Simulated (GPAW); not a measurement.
**AlN (F-43m): G0W0 with GPAW, start to end**

Aim: the G0W0 gap of AlN (F-43m) on LDA, step by step.

Program: GPAW 26.7.0. Level of theory: LDA and many-body steps on it, plane waves. Results are calculated unless marked as measured.

### Step 1. The structure

The structure is cubic, space group F-43m (No. 216). Conventional cell: a = 4.368 Å, b = 4.368 Å, c = 4.368 Å, α = 90.00°, β = 90.00°, γ = 90.00°. Nearest to Al lie 4 N at 1.89 Å. N has 4 Al at 1.89 Å nearest. Farther neighbours and most contacts between anions are not listed.

The cell and positions are those that the Materials Project relaxed with its own functionals (PBE, PBE+U or r2SCAN), kept fixed. This is not the form that AlN usually takes at ambient conditions.

### Step 2. Ground state

This step: GPAW 26.7.0; DFT, LDA, plane waves, PAW.

The ground-state density comes first.

File run.py:

```python
import json
import numpy as np
from gpaw.mpi import world
from ase import Atoms
from gpaw import GPAW, PW, FermiDirac

atoms = Atoms(['Al', 'N'],
    cell=[[0.0000000000, 2.1839935596, 2.1839935596],
      [2.1839935596, 0.0000000000, 2.1839935596],
      [2.1839935596, 2.1839935596, 0.0000000000]],
    scaled_positions=[[0.0000000000, 0.0000000000, 0.0000000000],
      [0.7500000000, 0.7500000000, 0.7500000000]],
    pbc=(True, True, True))
calc = GPAW(mode=PW(600),
    xc='LDA',
    kpts={'size': (10, 10, 10), 'gamma': True},
    occupations=FermiDirac(0.001),
    nbands=-7,
    convergence={'density': 1e-6, 'bands': -3},
    maxiter=100,
    txt='gs.txt')
atoms.calc = calc
res = {'energy': atoms.get_potential_energy()}
kpts = calc.get_ibz_k_points()
res['kpts'] = kpts
res['eigenvalues'] = [calc.get_eigenvalues(kpt=k) for k in range(len(kpts))]
res['n_electrons'] = calc.get_number_of_electrons()
calc.write('gs.gpw')

if world.rank == 0:
    with open('result.json', 'w') as f:
        json.dump(res, f, default=lambda x: x.tolist())
```

Launch:

```
$ mpirun -n 4 gpaw python run.py
```

Log:

```text
__  _  _
 | _ |_)|_||  |
 |__||  | ||/\| - 26.7.0

Input parameters:
  mode=PW(ecut=600.0),
  convergence={'density': 1e-06, 'bands': -3},
  kpts=MonkhorstPack(size=(10, 10, 10), gamma=True),
  maxiter=100,
  nbands=-7,
  occupations=Occupations(name='fermi-dirac', width=0.001, fixmagmom=False),
  xc=XC(name='LDA')
  [... matrices ...]
Diagonalizing LCAO Hamiltonian
Converting LCAO to pw mode

                 N

       Al

Atoms  # Å, Bohr magnetons
|   | symbol |        x |        y |        z |    initial magnetic moments |
| 0 |     Al | 0.000000 | 0.000000 | 0.000000 | ( 0.0000,  0.0000,  0.0000) |
| 1 |      N | 3.275990 | 3.275990 | 3.275990 | ( 0.0000,  0.0000,  0.0000) |

Unit cell  # Å
| periodic |        x |        y |        z |  lengths |    angles |
|      yes | 0.000000 | 2.183994 | 2.183994 | 3.088633 | 60.000000 |
|      yes | 2.183994 | 0.000000 | 2.183994 | 3.088633 | 60.000000 |
|      yes | 2.183994 | 2.183994 | 0.000000 | 3.088633 | 60.000000 |

Number of symmetries: 24
Symmetry operations  # r_c * U_cc + t_c -> r_c
|    | kind |            matrix            |
|  0 |  E   |  1, 0, 0,  0, 1, 0,  0, 0, 1 |
|  1 |  σ   |  1, 0, 0,  0, 0, 1,  0, 1, 0 |
|  2 |  σ   |  1, 0,-1,  0, 1,-1,  0, 0,-1 |
|  3 |  C3  |  1, 0,-1,  0, 0,-1,  0, 1,-1 |
|  4 |  C3  |  1,-1, 0,  0,-1, 1,  0,-1, 0 |
|  5 |  σ   |  1,-1, 0,  0,-1, 0,  0,-1, 1 |
|  6 |  σ   |  0, 1, 0,  1, 0, 0,  0, 0, 1 |
|  7 |  C3  |  0, 1, 0,  0, 0, 1,  1, 0, 0 |
|  8 |  C2  |  0, 1,-1,  1, 0,-1,  0, 0,-1 |
|  9 |  S4  |  0, 1,-1,  0, 0,-1,  1, 0,-1 |
| 10 |  C3  |  0, 0, 1,  1, 0, 0,  0, 1, 0 |
| 11 |  σ   |  0, 0, 1,  0, 1, 0,  1, 0, 0 |
| 12 |  S4  |  0, 0,-1,  1, 0,-1,  0, 1,-1 |
| 13 |  C3  |  0, 0,-1,  0, 1,-1,  1, 0,-1 |
| 14 |  S4  |  0,-1, 1,  1,-1, 0,  0,-1, 0 |
| 15 |  C2  |  0,-1, 1,  0,-1, 0,  1,-1, 0 |
| 16 |  C3  |  0,-1, 0,  1,-1, 0,  0,-1, 1 |
| 17 |  S4  |  0,-1, 0,  0,-1, 1,  1,-1, 0 |
| 18 |  S4  | -1, 1, 0, -1, 0, 1, -1, 0, 0 |
| 19 |  C3  | -1, 1, 0, -1, 0, 0, -1, 0, 1 |
| 20 |  C3  | -1, 0, 1, -1, 1, 0, -1, 0, 0 |
| 21 |  S4  | -1, 0, 1, -1, 0, 0, -1, 1, 0 |
| 22 |  σ   | -1, 0, 0, -1, 1, 0, -1, 0, 1 |
| 23 |  C2  | -1, 0, 0, -1, 0, 1, -1, 1, 0 |

BZ-sampling:
  Number of BZ points: 1000
  Number of IBZ points: 47

  Monkhorst-Pack size: [10, 10, 10]
  Monkhorst-Pack shift: [0.05, 0.05, 0.05]

K-points  # in reciprocal-cell coordinates
|     |                                coordinates |     weight |
|   0 | (  0.00000000,   0.00000000,   0.00000000) | 0.00100000 |
|   1 | (  0.10000000,   0.10000000,   0.00000000) | 0.00600000 |
|   2 | (  0.10000000,   0.10000000,   0.10000000) | 0.00800000 |
|   3 | (  0.20000000,   0.10000000,   0.10000000) | 0.01200000 |
|   4 | (  0.20000000,   0.20000000,   0.00000000) | 0.00600000 |
|   5 | (  0.20000000,   0.20000000,   0.10000000) | 0.02400000 |
|   6 | (  0.20000000,   0.20000000,   0.20000000) | 0.00800000 |
|   7 | (  0.30000000,   0.20000000,   0.10000000) | 0.02400000 |
|   8 | (  0.30000000,   0.20000000,   0.20000000) | 0.02400000 |
|   9 | (  0.30000000,   0.30000000,   0.00000000) | 0.00600000 |
| ... |                                            |            |
|  46 | (  0.50000000,   0.50000000,   0.50000000) | 0.00400000 |

Plane wave coefficients: 725
Cutoff: 600.0 eV

Spin-components: 1 (collinear spins)
Bands:           11
Projectors:      10
Spin-degeneracy: 2
Datatype:        complex128

  Storage: CPU
  Wave functions: 5_997_200 bytes (1_499_300 per core)
  Projectors: 11_449_200 bytes (2_862_300 per core)
  [... matrices ...]
Parallelization:
  kpt:    4
  domain: 1
  band:   1

Density:
  Valence electrons: 8.0
  Components: 1
  Grid points: [18 18 18]
  Charge: 0.0  # |e|

Potential:
  Grid points: [18 18 18]

species:
  Al:
    name:    Aluminium
    Z:       13.0
    valence: 3
    core:    10
    charge:  0.0  # [|e|]
    compensation charges:
      type: gauss
      rc: 0.34  # [Å]
      lmax: 2
    cutoffs:
      filter: 1.91  # [Å]
      core: 2.36  # [Å]
    projectors
    | kind |    occ | energy [eV] | rcut [Å] |
    |   3s |  2.000 |      -7.830 |    1.085 |
    |   3p |  1.000 |      -2.783 |    1.085 |
    |    s |        |      19.382 |    1.085 |
    |    p |        |      24.428 |    1.085 |
    |    d |        |       0.000 |    1.085 |

    Using partial waves for Al as LCAO basis

  N:
    name:    Nitrogen
    Z:       7.0
    valence: 5
    core:    2
    charge:  0.0  # [|e|]
    compensation charges:
      type: gauss
      rc: 0.18  # [Å]
      lmax: 2
    cutoffs:
      filter: 1.11  # [Å]
      core: 0.96  # [Å]
    projectors
    | kind |    occ | energy [eV] | rcut [Å] |
    |   2s |  2.000 |     -18.420 |    0.603 |
    |   2p |  3.000 |      -7.237 |    0.529 |
    |    s |        |       8.791 |    0.603 |
    |    p |        |      19.974 |    0.529 |
    |    d |        |       0.000 |    0.577 |

    Using partial waves for N as LCAO basis

Reference energy: -8049.295751  # eV

eigensolver:
  PPCG
  Converge bands: -3
  niter=2

density mixing:
  MSR1-Mixer
  Pratt-step length: 0.05
  Maximum mixing coefficient: 0.75
  Old densities: 10
  SVD Regularization: 0.005
  Good broyden scale: 1.0
  Trust region scale: 1.0
  Backstep threshold: 4.0
  History deletion threshold: 6.0
  Fourier metric: weight=20.0, sigma=0.015

occupation numbers:
  Fermi-Dirac:
    width: 0.0010  # eV

poisson solver:
  ecut: 4800.0  # eV

xc functional:
  name: None

Initialization done in: 1.029 s

convergence criteria:
- Maximum integral of absolute [dens]ity change: 1e-06 electrons / valence electron
- Maximum [total energy] change in last 3 cyles: 0.0005 eV / valence electron
- Maximum integral of absolute [eigenst]ate change: 4e-08 eV^2 / valence electron
maximum number of iterations: 100

SCF iterations
|iter     |     time |      energy | eigst |  dens |
|iter:   1|  |  -18.282392 | +1.17 |       |
|iter:   2|  |  -17.759841 | -0.05 | -0.55 |
|iter:   3|  |  -16.220865 | -0.69 | -0.61 |
|iter:   4|  |  -16.209203 | -2.82 | -1.26 |
|iter:   5|  |  -16.207242 | -3.12 | -1.57 |
|iter:   6|  |  -16.207273c| -5.46 | -2.75 |
|iter:   7|  |  -16.207279c| -6.19 | -3.14 |
|iter:   8|  |  -16.207279c| -7.38 | -4.49 |
|iter:   9|  |  -16.207279c| -8.45c| -5.11 |
|iter:  10|  |  -16.207279c| -9.36c| -6.14c|

Converged in 10 steps
SCF loop duration: 2.030 s (0.203 s/step)
Energy contributions relative to reference atoms: (reference = -8049.295751)
  [... matrices ...]
Energy contributions:
  Kinetic:          16.713579
  Coulomb:         -14.206917
  Zero:             -0.021664
  External:          0.000000
  Xc:              -18.692278
  Entropy:          -0.000000
  Spinorbit:         0.000000
  ----------------------------
  Free energy:     -16.207279
  Extrapolated:    -16.207279

dipole moment: (-6.278232, -6.278232, -6.278232)  # |e|*Ang

Fermi level: 6.228
Eigenvalues  # (at kpt = [0.000, 0.000, 0.000])
| band index |      eig [eV] | occ [0-2] |
|          0 |        -9.157 |     2.000 |
|          1 |         5.693 |     2.000 |
|          2 |         5.693 |     2.000 |
|          3 |         5.693 |     2.000 |
|          4 |         9.943 |     0.000 |
|          5 |        18.050 |     0.000 |
|          6 |        18.050 |     0.000 |
|          7 |        18.050 |     0.000 |
|          8 |        23.264 |     0.000 |
|          9 |        23.320 |     0.000 |
|         10 |        24.688 |     0.000 |

Gap: 3.236 eV
Transition (v -> c):
  (s=0, k=0, n=3, [0.00, 0.00, 0.00]) -> (s=0, k=41, n=4, [0.50, 0.50, 0.00])
Direct/indirect transitions are different
Direct gap: 4.250 eV
Transition at: (s=0, k=0, n=3, [0.00, 0.00, 0.00])
# Writing to gs.gpw (mode='')
  [... matrices ...]
```

The job ended after 4.8 s (4 MPI ranks of Arm Neoverse V1, shared host; peak memory 0.57 GiB).

Numbers from this step:

| Quantity | Value |
| --- | --- |
| total energy | -16.21 eV |
| gap | 3.236 eV |
| k of the valence top | 0, 0, 0 |
| k of the conduction bottom | 0.5, 0.5, 0 |
| least direct gap | 4.250 eV |

The gap is indirect, with the least direct gap 1.01 eV higher.

### Step 3. Bands along the symmetry lines

Levels along a band path, at the cheap level, show where the edges lie and whether the meshes to come will hold them.

File run.py:

```python
import json
import numpy as np
from gpaw.mpi import world
from gpaw import GPAW

path = [[0.000000, 0.000000, 0.000000],
    [-0.062500, -0.062500, 0.000000],
    [-0.125000, -0.125000, 0.000000],
    [-0.187500, -0.187500, 0.000000],
    [-0.250000, -0.250000, 0.000000],
    [-0.312500, -0.312500, 0.000000],
    [-0.375000, -0.375000, 0.000000],
    [-0.437500, -0.437500, 0.000000],
    [-0.500000, -0.500000, 0.000000],
    [-0.484375, -0.484375, 0.031250],
    [-0.468750, -0.468750, 0.062500],
    [-0.453125, -0.453125, 0.093750],
    [-0.437500, -0.437500, 0.125000],
    [-0.421875, -0.421875, 0.156250],
    [-0.406250, -0.406250, 0.187500],
    [-0.390625, -0.390625, 0.218750],
    [-0.375000, -0.375000, 0.250000],
    [-0.375000, 0.000000, 0.375000],
    [-0.328125, 0.000000, 0.328125],
    [-0.281250, 0.000000, 0.281250],
    [-0.234375, 0.000000, 0.234375],
    [-0.187500, 0.000000, 0.187500],
    [-0.140625, 0.000000, 0.140625],
    [-0.093750, 0.000000, 0.093750],
    [-0.046875, 0.000000, 0.046875],
    [0.000000, 0.000000, 0.000000],
    [0.000000, 0.000000, 0.062500],
    [0.000000, 0.000000, 0.125000],
    [0.000000, 0.000000, 0.187500],
    [0.000000, 0.000000, 0.250000],
    [0.000000, 0.000000, 0.312500],
    [0.000000, 0.000000, 0.375000],
    [0.000000, 0.000000, 0.437500],
    [0.000000, 0.000000, 0.500000],
    [-0.062500, -0.031250, 0.468750],
    [-0.125000, -0.062500, 0.437500],
    [-0.187500, -0.093750, 0.406250],
    [-0.250000, -0.125000, 0.375000],
    [-0.312500, -0.156250, 0.343750],
    [-0.375000, -0.187500, 0.312500],
    [-0.437500, -0.218750, 0.281250],
    [-0.500000, -0.250000, 0.250000],
    [-0.500000, -0.281250, 0.218750],
    [-0.500000, -0.312500, 0.187500],
    [-0.500000, -0.343750, 0.156250],
    [-0.500000, -0.375000, 0.125000],
    [-0.500000, -0.406250, 0.093750],
    [-0.500000, -0.437500, 0.062500],
    [-0.500000, -0.468750, 0.031250],
    [-0.500000, -0.500000, 0.000000]]
calc = GPAW('gs.gpw').fixed_density(kpts=path,
    symmetry='off',
    nbands=14,
    convergence={'bands': 10},
    txt='bands.txt')
res = {}
kpts = calc.get_ibz_k_points()
res['kpts'] = kpts
res['eigenvalues'] = [calc.get_eigenvalues(kpt=k) for k in range(len(kpts))]
res['n_electrons'] = calc.get_number_of_electrons()

if world.rank == 0:
    with open('result.json', 'w') as f:
        json.dump(res, f, default=lambda x: x.tolist())
```

Launch:

```
$ mpirun -n 4 gpaw python run.py
```

Log:

```text
Diagonalizing LCAO Hamiltonian
Converting LCAO to pw mode
convergence criteria:
- Maximum integral of absolute [eigenst]ate change: 4e-08 eV^2 / valence electron
maximum number of iterations: 100

SCF iterations
|iter     |     time |      energy | eigst |  dens |
|iter:   1|  |             | +2.27 |       |
|iter:   2|  |             | +0.79 |       |
|iter:   3|  |             | -0.55 |       |
|iter:   4|  |             | -2.11 |       |
|iter:   5|  |             | -3.59 |       |
|iter:   6|  |             | -4.98 |       |
|iter:   7|  |             | -6.23 |       |
|iter:   8|  |             | -7.65c|       |
SCF steps: 8
  __  _  _
 | _ |_)|_||  |
 |__||  | ||/\| - 26.7.0

Input parameters:
  mode=PW(ecut=600.0),
  convergence={'bands': 10},
  gpts=array([18, 18, 18]),
  kpts=KPoints(kpts=array([[ 0.      ,  0.      ,  0.      ],
         [-0.0625  , -0.0625  ,  0.      ],
         [-0.125   , -0.125   ,  0.      ],
         [-0.1875  , -0.1875  ,  0.      ],
[...]
[-0.484375, -0.484375,  0.03125 ],
[...]
[-0.453125, -0.453125,  0.09375 ],
[...]
[-0.421875, -0.421875,  0.15625 ],
[...]
[-0.390625, -0.390625,  0.21875 ],
[...]
[-0.328125,  0.      ,  0.328125],
[...]
[-0.234375,  0.      ,  0.234375],
[...]
[-0.140625,  0.      ,  0.140625],
[...]
[-0.046875,  0.      ,  0.046875],
         [ 0.      ,  0.      ,  0.      ],
         [ 0.      ,  0.      ,  0.0625  ],
         [ 0.      ,  0.      ,  0.125   ],
[...]
[ 0.      ,  0.      ,  0.4375  ],
         [ 0.      ,  0.      ,  0.5     ],
[...]
[-0.5     , -0.4375  ,  0.0625  ],
         [-0.5     , -0.46875 ,  0.03125 ],
         [-0.5     , -0.5     ,  0.      ]])),
  maxiter=100,
  nbands=14,
  occupations=Occupations(name='fermi-dirac', width=0.001, fixmagmom=False),
  parallel={},
  symmetry=Symmetry(point_group=False, time_reversal=False),
  xc=XC(name='LDA')
```

It took 4.9 s on 4 MPI ranks; peak memory 0.6 GiB.

This step gave:

| Item | Value |
| --- | --- |
| gap | 3.231 eV |
| k of the valence top | -0.0469, 0, 0.0469 |
| k of the conduction bottom | -0.5, -0.5, 0 |
| least direct gap | 4.250 eV |

The gap is 3.231 eV, −0.005 eV from the run before at this level.

The electronic bands at the labelled points (eV, zero at the top of the highest filled band; v1 is the highest filled band, c1 the lowest empty one):

```tsv
point	v4	v3	v2	v1	c1	c2	c3	c4
Γ	-14.85	-0.01	-0.01	0.00	4.24	12.35	12.35	12.35
halfway	-13.70	-2.88	-0.98	-0.98	5.93	10.06	11.39	13.83
X	-12.08	-4.96	-1.79	-1.79	3.23	8.41	13.79	15.52
halfway	-12.07	-4.79	-2.50	-1.68	3.87	8.96	13.53	15.06
U	-12.10	-4.30	-3.68	-1.38	5.07	9.94	12.92	14.01
jump to K	-12.10	-4.30	-3.68	-1.38	5.07	9.94	12.92	14.01
halfway	-13.60	-3.56	-1.52	-0.20	7.33	10.14	11.23	12.39
Γ	-14.85	-0.01	-0.01	0.00	4.24	12.35	12.35	12.35
halfway	-13.98	-3.27	-0.25	-0.25	6.44	10.83	12.14	12.14
L	-12.74	-5.92	-0.48	-0.48	7.27	9.80	10.98	10.98
halfway	-12.41	-5.20	-2.25	-1.13	7.01	9.14	12.01	12.53
W	-12.02	-3.82	-3.49	-2.73	5.97	11.26	11.85	12.00
halfway	-12.05	-4.62	-2.43	-2.32	4.49	9.47	13.26	13.74
X	-12.08	-4.96	-1.79	-1.79	3.23	8.41	13.79	15.52
```

The electronic bands as a text plot (rows in eV, shown from -8.0 to 9.2 only):

```
    8.9 |         +++ +++     ++                    +++       ++
    8.2 |            +        ++                                +
    7.4 |                   ++  +              +++++++
    6.7 |                        ++         +++       ++
    6.0 |    +++           +               +            ++++
    5.3 |  ++   ++        +        ++    ++                 +
    4.6 |++              +           ++++                    +
    3.8 |         +    ++                                     ++
    3.1 |          ++++                                         +
    2.4 |
    1.7 |
    1.0 |
    0.3 |**                      **********
   -0.5 | ****              *****  ***  *  **********
   -1.2 |  ** ****       ***    *****    **         ****
   -1.9 |    *    *******                  *         ** *     ***
   -2.6 |     **       **     ** **                    * *****
   -3.3 |       **       *****  *           *           *****
   -4.1 |         *       **  **             **         *****
   -4.8 |          *******  **                 *       *     ****
   -5.5 |                                       *   ***
   -6.2 |                                        ***
   -6.9 |
   -7.6 |
         Γ           X  U|K            Γ         L        W     X
```

### Step 4. Empty states on the mesh, 6×6×6 mesh, 119 bands

The sums over transitions need many empty states on a uniform mesh; this step solves for them.

File run.py:

```python
import json
import numpy as np
from gpaw.mpi import world
from gpaw import GPAW

calc = GPAW('gs.gpw').fixed_density(kpts={'size': (6, 6, 6), 'gamma': True},
    parallel={'domain': 1, 'band': 1},
    txt='nscf.txt')
calc.diagonalize_full_hamiltonian(nbands=119)
calc.write('full.gpw', mode='all')
res = {}
kpts = calc.get_ibz_k_points()
res['kpts'] = kpts
res['eigenvalues'] = [calc.get_eigenvalues(kpt=k) for k in range(len(kpts))]
res['n_electrons'] = calc.get_number_of_electrons()

if world.rank == 0:
    with open('result.json', 'w') as f:
        json.dump(res, f, default=lambda x: x.tolist())
```

Launch:

```
$ mpirun -n 4 gpaw python run.py
```

Log:

```text
Diagonalizing LCAO Hamiltonian
Converting LCAO to pw mode
convergence criteria:
- Maximum integral of absolute [eigenst]ate change: 4e-08 eV^2 / valence electron
maximum number of iterations: 100

SCF iterations
|iter     |     time |      energy | eigst |  dens |
|iter:   1|  |             | +1.24 |       |
|iter:   2|  |             | -0.16 |       |
|iter:   3|  |             | -1.97 |       |
|iter:   4|  |             | -3.90 |       |
|iter:   5|  |             | -5.66 |       |
|iter:   6|  |             | -7.33 |       |
|iter:   7|  |             | -8.17c|       |
SCF steps: 7
  __  _  _
 | _ |_)|_||  |
 |__||  | ||/\| - 26.7.0

Input parameters:
  mode=PW(ecut=600.0),
  convergence={'density': 1e-06, 'bands': -3},
  gpts=array([18, 18, 18]),
  kpts=MonkhorstPack(size=(6, 6, 6), gamma=True),
  maxiter=100,
  nbands=11,
  occupations=Occupations(name='fermi-dirac', width=0.001, fixmagmom=False),
  parallel={'domain': 1, 'band': 1},
  xc=XC(name='LDA')
Matrix size: 725x725
# Writing to full.gpw (mode='all')
  [... matrices ...]

timing:  # [seconds]
  Total: 2.190  # ━━━━━━━━━━━━━━━━━━━━━━━━━━━━━━━━━━━━━━━━━━━━━━━━━━━━━━━━━━━
```

The job ended after 5.8 s (4 MPI ranks; peak memory 0.72 GiB).

Numbers from this step:

| Item | Value |
| --- | --- |
| gap | 3.236 eV |
| k of the valence top | 0, 0, 0 |
| k of the conduction bottom | 0.5, 0.5, 0 |
| least direct gap | 4.250 eV |
| k points computed | 16 |
| lowest point of the top converged band, above the valence top | 165.0854 eV |

On this mesh the gap is 3.236 eV.

(Continued in part 2 of 2.)

[Paths, hosts, dates, memory and timing lines, banners, echoed tables and standing remarks are left out of the program output.]

[Logs are printed without paths, hosts, clocks, repeated set-up lines and the standing remarks that a program may print on its own settings, such as how far it seeks lower states.]

[Runs of the session that timed out or met a known fault of the program may be left out.]

[Hosts, paths, dates, database ids (printed as entryN), source tags and the programs' standing remarks are cut or masked in the printed files.]
